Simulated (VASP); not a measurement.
# Hf (Fmmm) in VASP: further runs, part 2 of 2

VASP 6.6.1.

## Step 5: Relaxation of cell and atoms, PBE

This run uses another cell than the first one: it holds 4 atoms, not 2.

INCAR

```
SYSTEM = Hf
PREC     = Accurate       ! precision mode
ENCUT    = 600            ! plane-wave cutoff, eV
EDIFF    = 1E-6           ! SCF threshold, eV
ISMEAR   = 0              ! smearing method
SIGMA    = 0.1            ! smearing width, eV
LREAL    = .FALSE.        ! projectors in reciprocal space
LASPH    = .TRUE.         ! aspherical terms in the spheres
NELM     = 100            ! most SCF steps
ALGO     = Normal         ! electronic algorithm
ISIF     = 3              ! what is computed and relaxed
LWAVE    = .FALSE.        ! write WAVECAR
LCHARG   = .FALSE.        ! write CHGCAR
GGA      = PE             ! functional
IBRION   = 2              ! ionic algorithm
NSW      = 90             ! ionic steps
EDIFFG   = -0.04          ! ionic threshold
```

KPOINTS

```
Automatic mesh
0
G
  6 6 2
  0 0 0
```

POSCAR

```
Hf
1.0
    2.9706829920     -1.9633942036      0.0000000000
    2.9706829920      1.9633942036      0.0000000000
    0.0000000000      0.0000000000      8.0091742694
Hf
4
Direct
    0.8500000000      0.1500000000      0.1170000000
    0.6500000000      0.3500000000      0.6170000000
    0.1500000000      0.8500000000      0.8830000000
    0.3500000000      0.6500000000      0.3830000000
```

Potentials or basis: VASP PAW PBE potentials, release 64 (Hf_pv).

Started as:

```console
cat potpaw_PBE.64/Hf_pv/POTCAR > POTCAR
mpirun -np 1 vasp_std > vasp.out
```

OUTCAR:

```text
SYSTEM = Hf
   PREC = Accurate
   ENCUT = 600
   EDIFF = 1E-6
   ISMEAR = 0
   LREAL = .FALSE.
   LASPH = .TRUE.
   NELM = 100
   ISIF = 3
   GGA = PE
   IBRION = 2
   NSW = 90
   EDIFFG = -0.04

 ion  position               nearest neighbor table
   1  0.850  0.150  0.117-   3 2.21   4 2.90   4 2.90   3 3.33   3 3.60   3 3.60   4 3.66   4 3.66

   2  0.650  0.350  0.617-   4 2.21   3 2.90   3 2.90   4 3.33   4 3.60   4 3.60   3 3.66   3 3.66

   3  0.150  0.850  0.883-   1 2.21   2 2.90   2 2.90   1 3.33   1 3.60   1 3.60   2 3.66   2 3.66

   4  0.350  0.650  0.383-   2 2.21   1 2.90   1 2.90   2 3.33   2 3.60   2 3.60   1 3.66   1 3.66

  LATTYP: Found a base centered orthorhombic cell.
 ALAT       =     3.9267884072
 B/A-ratio  =     1.5130344108
 C/A-ratio  =     2.0396246089

  Lattice vectors:

 A1 = (  -2.9706829920,  -1.9633942036,   0.0000000000)
 A2 = (   2.9706829920,  -1.9633942036,   0.0000000000)
 A3 = (   0.0000000000,   0.0000000000,   8.0091742694)

Analysis of symmetry for initial positions (statically):
=====================================================================
 Subroutine PRICEL returns:
 Original cell was already a primitive cell.

 Routine SETGRP: Setting up the symmetry group for a
 base centered orthorhombic supercell.

 Subroutine GETGRP returns: Found  8 space group operations
 (whereof  4 operations were pure point group operations)
 out of a pool of  8 trial point group operations.

The static configuration has the point symmetry C_2h.
 The point group associated with its full space group is D_2h.

Analysis of symmetry for dynamics (positions and initial velocities):
=====================================================================
 Subroutine PRICEL returns:
 Original cell was already a primitive cell.

 Routine SETGRP: Setting up the symmetry group for a
 base centered orthorhombic supercell.

 Subroutine GETGRP returns: Found  8 space group operations
[... 152 lines left out ...]
  ---------------------------------------------------
  ext. energy  EPLUGINS =         0.00000000
  ---------------------------------------------------
  free energy    TOTEN  =       -34.23559463 eV

  energy without entropy =      -34.20854057  energy(sigma->0) =      -34.22206760

------------------------ aborting loop because EDIFF is reached ----------------------------------------

  FORCE on cell =-STRESS in cart. coord.  units (eV):
  Direction    XX          YY          ZZ          XY          YZ          ZX
  --------------------------------------------------------------------------------------
  -------------------------------------------------------------------------------------
  Total      -11.4579670      3.4072557     19.4841613      0.0000000      0.0000000      0.0000000
  in kB     -196.4882560     58.4297140    334.1263637      0.0000000      0.0000000      0.0000000
  external PRESSURE =      65.3559406 kB  Pullay stress =       0.0000000 kB
[... 95 lines left out ...]
  FREE ENERGIE OF THE ION-ELECTRON SYSTEM (eV)
  ---------------------------------------------------
  free  energy   TOTEN  =       -38.3640359053 eV

  energy  without entropy=      -38.3390536206  energy(sigma->0) =      -38.35154476

[... ionic steps 4 to 32 ...]

--------------------------------------- Ionic step       33  -------------------------------------------

 number of electron      39.9999996 magnetization

------------------------ aborting loop because EDIFF is reached ----------------------------------------
[... 71 lines left out ...]
--------------------------------------- Ionic step       35  -------------------------------------------

 number of electron      39.9999997 magnetization

 Free energy of the ion-electron system (eV)
  ---------------------------------------------------
  ext. energy  EPLUGINS =         0.00000000
  ---------------------------------------------------
  free energy    TOTEN  =       -39.47216919 eV

  energy without entropy =      -39.43714234  energy(sigma->0) =      -39.45465577

 E-fermi :   4.6676     XC(G=0): -11.2582

 val. band max:        4.6592986266   @ k =   0.5000   0.0000   0.0000
 cond. band min:       4.7022004039   @ k =   0.5000   0.3333   0.0000
 fundamental gap:      0.0429017773
 Fermi energy:         4.6676136959

 k-point     1 :       0.0000    0.0000    0.0000
  band No.  band energies     occupation
      1     -26.0977      2.00000
      2     -25.7489      2.00000
      3     -25.7479      2.00000
      4     -25.6400      2.00000
      5     -25.6330      2.00000
      6     -25.5058      2.00000
[... 637 lines left out ...]
     23       5.4165      0.00000
     24       5.4165      0.00000

 [... further k-points ...]

------------------------ aborting loop because EDIFF is reached ----------------------------------------

  FORCE on cell =-STRESS in cart. coord.  units (eV):
  Direction    XX          YY          ZZ          XY          YZ          ZX
  --------------------------------------------------------------------------------------
  -------------------------------------------------------------------------------------
  Total       -0.1184818      0.1124176      0.0087854      0.0000000      0.0000000      0.0000000
  in kB       -2.1070222      1.9991794      0.1562349      0.0000000      0.0000000      0.0000000
  external PRESSURE =       0.0161307 kB  Pullay stress =       0.0000000 kB
[... 19 lines left out ...]
  FREE ENERGIE OF THE ION-ELECTRON SYSTEM (eV)
  ---------------------------------------------------
  free  energy   TOTEN  =       -39.4721691932 eV

  energy  without entropy=      -39.4371423413  energy(sigma->0) =      -39.45465577

 reached required accuracy - stopping structural energy minimisation
```

OSZICAR:

```text
N       E                     dE             d eps       ncg     rms          rms(c)
DAV:   1     0.168939719608E+03    0.16894E+03   -0.24608E+04  1256   0.176E+03
DAV:   2    -0.248058363319E+02   -0.19375E+03   -0.19172E+03  1464   0.383E+02
DAV:   3    -0.349874153153E+02   -0.10182E+02   -0.99050E+01  1744   0.504E+01
[... 320 lines left out ...]
DAV:   3    -0.394723543015E+02    0.40985E-03   -0.49378E-04  1552   0.136E-01    0.119E-01
DAV:   4    -0.394721817787E+02    0.17252E-03   -0.25623E-04  1512   0.103E-01    0.580E-02
DAV:   5    -0.394721703442E+02    0.11435E-04   -0.36840E-05  1680   0.356E-02    0.250E-02
DAV:   6    -0.394721692622E+02    0.10819E-05   -0.13039E-06   936   0.774E-03    0.115E-02
DAV:   7    -0.394721691932E+02    0.69026E-07   -0.26764E-07   736   0.350E-03
  35 F= -.39472169E+02 E0= -.39454656E+02  d E =-.107585E-02
```

CONTCAR:

```text
Hf
   1.00000000000000
     2.2328734980181313   -2.2217778524417797    0.0000000000000000
     2.2328734980181313    2.2217778524417797   -0.0000000000000000
     0.0000000000000000    0.0000000000000000    9.0802638420071453
  Hf
     4
Direct
     0.7521073106892325    0.2478926893107676    0.1250644737110049
     0.7478926893107675    0.2521073106892323    0.6250644737110048
     0.2478926893107676    0.7521073106892325    0.8749355262889952
     0.2521073106892323    0.7478926893107675    0.3749355262889951

  0.00000000E+00  0.00000000E+00  0.00000000E+00
  0.00000000E+00  0.00000000E+00  0.00000000E+00
  0.00000000E+00  0.00000000E+00  0.00000000E+00
  0.00000000E+00  0.00000000E+00  0.00000000E+00
```

It took 9.5 min on 1 thread of Intel Xeon 6975P-C (Granite Rapids), shared host; peak memory 0.26 GiB.

Results:

```
Free energy                            : -39.4722 eV
Relaxed volume                         : 22.52 Å³/atom
Relaxed cell                           : a = 3.150 Å, b = 3.150 Å, c = 9.080 Å, α = 90.00°, β = 90.00°, γ = 89.71°
Space group after relaxing (to 0.05 Å) : I4/mmm (No. 139)
Energy gained by relaxing              : 1309.1 meV/atom
Ionic steps                            : 35
Pressure after relaxing                : 0.0 GPa
Largest force after relaxing           : 0.027 eV/Å
Band gap on the k mesh                 : none (metal or under the smearing width)
```

Forces in eV/Å, atoms in the order of the input:
```
Hf   0.000  0.026 -0.004
Hf   0.000 -0.026 -0.004
Hf   0.000 -0.026  0.004
Hf   0.000  0.026  0.004
```

Stress tensor (GPa, compression positive):
```
-0.21  0.00  0.00
 0.00  0.20  0.00
 0.00  0.00  0.02
```

The path:
| step | energy change (eV) | largest force (eV/Å) | pressure (GPa) | volume (Å³) |
| --- | --- | --- | --- | --- |
| 1 | 0.0000 | 6.7181 | 6.54 | 93.43 |
| 2 | -4.1132 | 0.6719 | -7.22 | 103.53 |
| 3 | -4.1284 | 0.7098 | -7.11 | 103.70 |
| 4 | -4.5936 | 1.2405 | 9.45 | 87.75 |
| 5 | -4.6944 | 1.0297 | 3.64 | 91.98 |
| 6 | -4.8872 | 0.1112 | -0.85 | 93.99 |
| 7 | -4.8876 | 0.1163 | -0.66 | 93.91 |
| 8 | -4.9418 | 0.1629 | -0.09 | 93.00 |
| 9 | -4.9751 | 0.2996 | 0.91 | 91.71 |
| 10 | -4.9782 | 0.3629 | 1.42 | 91.10 |
| 11 | -4.9983 | 0.2189 | -1.02 | 92.54 |
| 12 | -4.9983 | 0.2250 | -0.90 | 92.47 |
| 13 | -5.0163 | 0.1960 | -0.54 | 91.67 |
| 14 | -5.0647 | 0.3125 | 1.24 | 89.32 |
| 15 | -4.9881 | 0.2751 | 7.08 | 84.72 |
| 16 | -5.0819 | 0.2579 | 2.40 | 88.13 |
| 17 | -5.0833 | 0.1785 | 3.16 | 87.45 |
| 18 | -5.0863 | 0.1571 | 3.22 | 87.39 |
| 19 | -5.0926 | 0.1049 | 3.44 | 87.22 |
| 20 | -5.0928 | 0.1557 | 3.99 | 86.87 |
| 21 | -5.0947 | 0.1089 | 3.72 | 87.04 |
| 22 | -5.1047 | 0.1126 | 3.35 | 87.32 |
| 23 | -5.1304 | 0.1219 | 2.30 | 88.15 |
| 24 | -5.1624 | 0.1340 | 0.28 | 89.84 |
| 25 | -5.1535 | 0.1403 | -3.33 | 93.26 |
| 26 | -5.1701 | 0.1390 | -1.25 | 91.24 |
| 27 | -5.1791 | 0.1368 | -1.13 | 91.12 |
| 28 | -5.2018 | 0.1381 | -0.68 | 90.73 |
| 29 | -5.2244 | 0.1524 | 0.30 | 89.89 |
| 30 | -5.2245 | 0.1525 | 0.40 | 89.81 |
| 31 | -5.2297 | 0.1207 | 0.07 | 90.09 |
| 32 | -5.2325 | 0.0721 | -0.47 | 90.54 |
| 33 | -5.2352 | 0.0458 | 0.01 | 90.09 |
| 34 | -5.2355 | 0.0354 | 0.26 | 89.88 |
| 35 | -5.2366 | 0.0267 | 0.00 | 90.09 |

Final structure:
```
CELL_PARAMETERS angstrom
2.23287 -2.22178 0.00000
2.23287 2.22178 0.00000
0.00000 0.00000 9.08026
ATOMIC_POSITIONS crystal
Hf 0.75211 0.24789 0.12506
Hf 0.74789 0.25211 0.62506
Hf 0.24789 0.75211 0.87494
Hf 0.25211 0.74789 0.37494
```

Caveat: the k mesh is coarse (spacing up to 0.39 Å⁻¹), so the values aren't converged.

## Step 6: Summary

| task | cell | k mesh | cutoff (eV) | mesh quality | gap on the mesh (eV) | pressure (GPa) | relaxed volume (Å³/atom) | largest force (eV/Å) |
| --- | --- | --- | --- | --- | --- | --- | --- | --- |
| relaxation of cell and atoms | relaxed | 6 × 6 × 6 | 600 | coarse | none | -0.1 | 24.68 | 0.01 |
| single point | Fmmm, 23.03 Å³/atom | 20 × 20 × 20 | 520 | not flagged | none | -0.4 | - | 0.03 |
| single point | Fmmm, 22.63 Å³/atom | 6 × 6 × 2 | 520 | not flagged | none | -0.5 | - | - |
| relaxation of cell and atoms | relaxed | 6 × 6 × 2 | 600 | coarse | none | 0.0 | 22.52 | 0.03 |

Alike in all rows: level PBE; potentials or basis VASP PAW PBE potentials, release 64 (Hf_pv); no spin polarisation; smearing gaussian 0.1 eV.

Caveats: some runs use coarse meshes.

Absolute energies hang on the potentials; compare differences alone.
